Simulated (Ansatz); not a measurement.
Crystal: V.

```
V
1.0
    -1.51435    1.51435    1.51435
     1.51435   -1.51435    1.51435
     1.51435    1.51435   -1.51435
V
1
Direct
  0.00000 0.00000 0.00000
```

Base run:

| Property | Result |
| --- | --- |
| Program | Ansatz 0.2.0 |
| Functional | PBEsol |
| Potentials or basis | Ansatz PAW |
| Cutoff | 420 eV (not typed: the program's choice for these potentials) |
| k mesh | 10 × 10 × 10 |
| Occupations | fermi-dirac, width 0.05 eV |
| Spin | collinear spin, ferromagnetic start |
| Starting moments | [0.5] μB |
| Fixed moment | 0.5 μB |

Its results: pressure -11.3 GPa; site moments V +0.40 μB.

After a change of settings the same cell gave: pressure -7.3 GPa; site moments V +0.78 μB. Which change was it?
A. fixed moment from 0.5 μB to 2 μB; moments at the start from [0.5] to [2.0]
B. fixed moment from 0.5 μB to 3 μB; moments at the start from [0.5] to [3.0]
C. fixed moment from 0.5 μB to 1.5 μB; moments at the start from [0.5] to [1.5]
D. fixed moment from 0.5 μB to 1 μB; moments at the start from [0.5] to [1.0]

D.

Caveats: the total moment is fixed, so each spin has its own Fermi level; the PAW data sets come from PBE, with cores solved anew for the run's functional, which leaves a small shift of forces and pressure; the thresholds are loose for stress.
